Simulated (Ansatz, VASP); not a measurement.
Given: the input of a run of VASP 6.6.1 on ScAl3. The cell is a database's computed one, not the measured one.

File INCAR:

```
PREC = Accurate
ENCUT = 520
EDIFF = 1E-7
ISMEAR = 0
SIGMA = 0.012
LREAL = False
LASPH = True
NELM = 60
ALGO = Fast
ISIF = 2
LWAVE = False
LCHARG = False
GGA = PE
NBANDS = 18
```

Contents of KPOINTS:

```
Automatic mesh
0
Gamma
  7 7 7
```

POSCAR

```
ScAl3
1.0
    4.0878065700      0.0000000000      0.0000000000
    0.0000000000      4.0878065700      0.0000000000
    0.0000000000      0.0000000000      4.0878065700
Sc Al
1 3
Direct
    0.0000000000      0.0000000000      0.0000000000
    0.5000000000      0.5000000000      0.0000000000
    0.0000000000      0.5000000000      0.5000000000
    0.5000000000      0.0000000000      0.5000000000
```

Potentials or basis: VASP PAW PBE potentials, release 64 (Sc_sv, Al).

The run is started by

```sh
$ cat potpaw_PBE.64/Sc_sv/POTCAR potpaw_PBE.64/Al/POTCAR > POTCAR
$ mpirun -np 1 vasp_std > vasp.out
```

Q: Set up the same calculation for Ansatz 0.2.0. Potentials or basis there: Ansatz PAW, cutoff 420 eV.

A: As run (cutoffs and basis follow the program's own potentials, and thresholds, step limits or extra output files can differ):

The input input.yaml:

```yaml
crystal:
  lattice:
    - [4.08780657, 0.0, 0.0]
    - [0.0, 4.08780657, 0.0]
    - [0.0, 0.0, 4.08780657]
  atoms:
    - { symbol: Sc, position: [0.0, 0.0, 0.0] }
    - { symbol: Al, position: [0.5, 0.5, 0.0] }
    - { symbol: Al, position: [0.0, 0.5, 0.5] }
    - { symbol: Al, position: [0.5, 0.0, 0.5] }
hamiltonian:
  xc: pbe
  pseudopotentials: { kind: paw }
kpoints:
  mp_grid: { grid: [7, 7, 7] }
scf:
  occupations: { method: gaussian, width: 0.012 }
output:
  forces: true
  stress: true
  eigenvalues: true
```

Potentials or basis: Ansatz PAW.

Command:

```bash
$ ansatz run input.yaml --threads 2 --pin off --max-ram 5632MiB --backend cpu --events-out ev --progress --plain --runs-dir out
```

Both were run:

|  | VASP | Ansatz |
| --- | --- | --- |
| Pressure | 1.2 GPa | 1.1 GPa |

Ansatz's pressure holds a Pulay term of +0.06 GPa for its cutoff of 420 eV, which the other run lacks.

Where Ansatz's input types no cutoff or centring, it takes its own default and a Γ-centred mesh.

Pressure is positive in compression.
